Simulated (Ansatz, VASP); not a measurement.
## Two plane-wave programs on HfC

File INCAR:

```
SYSTEM = HfC
ALGO     = Normal         ! electronic algorithm
EDIFF    = 1E-6           ! SCF threshold, eV
ENCUT    = 520            ! plane-wave cutoff, eV
GGA      = PE             ! functional
ISIF     = 2              ! what is computed and relaxed
ISMEAR   = 0              ! smearing method
LASPH    = .True.         ! aspherical terms in the spheres
LCHARG   = .False.        ! write CHGCAR
LREAL    = .False.        ! projectors in reciprocal space
LWAVE    = .False.        ! write WAVECAR
NBANDS   = 14             ! bands
NELM     = 60             ! most SCF steps
PREC     = Accurate       ! precision mode
SIGMA    = 0.1            ! smearing width, eV
```

The input KPOINTS:

```
k-points
0
Gamma
  6 6 6
  0 0 0
```

Contents of POSCAR:

```
HfC
1.0
    0.0000000000      2.3250000500      2.3250000500
    2.3250000500      0.0000000000      2.3250000500
    2.3250000500      2.3250000500      0.0000000000
Hf C
1 1
Direct
    0.5000000000      0.5000000000      0.5000000000
    0.0000000000      0.0000000000      0.0000000000
```

Input for Ansatz:

```yaml
crystal:
  lattice:
    - [0.0, 2.32500005, 2.32500005]
    - [2.32500005, 0.0, 2.32500005]
    - [2.32500005, 2.32500005, 0.0]
  atoms:
    - { symbol: Hf, position: [0.5, 0.5, 0.5] }
    - { symbol: C, position: [0.0, 0.0, 0.0] }
basis:
  ecutwfc: 420
kpoints:
  mp_grid: { grid: [6, 6, 6] }
hamiltonian:
  xc: pbe
scf:
  occupations: { method: gaussian, width: 0.1 }
  lower_state_search: "off"
output:
  forces: true
  stress: true
  eigenvalues: true
```

Alike in both runs: task single point; functional PBE; k mesh 6 × 6 × 6; occupations gaussian, width 0.1 eV; no spin polarisation.

|  | VASP | Ansatz |
| --- | --- | --- |
| version | VASP 6.6.1 | Ansatz 0.2.0 |
| potentials or method | VASP PAW PBE potentials, release 64 (Hf_pv, C) | scalar-relativistic, plane waves, PAW |
| plane-wave cutoff (eV) | 520 | 420 |
| valence electrons in the cell | 14 | 30 |

|  | VASP | Ansatz | Ansatz less VASP |
| --- | --- | --- | --- |
| gap on the k mesh at the Fermi level (eV) | none | none | - |
| pressure (GPa) | -0.4 | 0.3 | +0.68 |

A gap of «none» marks a metal or a gap that the smearing closes. The two sets of potentials don't hold the same shells in valence.

Caveats: the k mesh is coarse (spacing up to 0.39 Å⁻¹), so the values aren't converged. Spin-orbit coupling is left out, which matters for the levels of Hf.
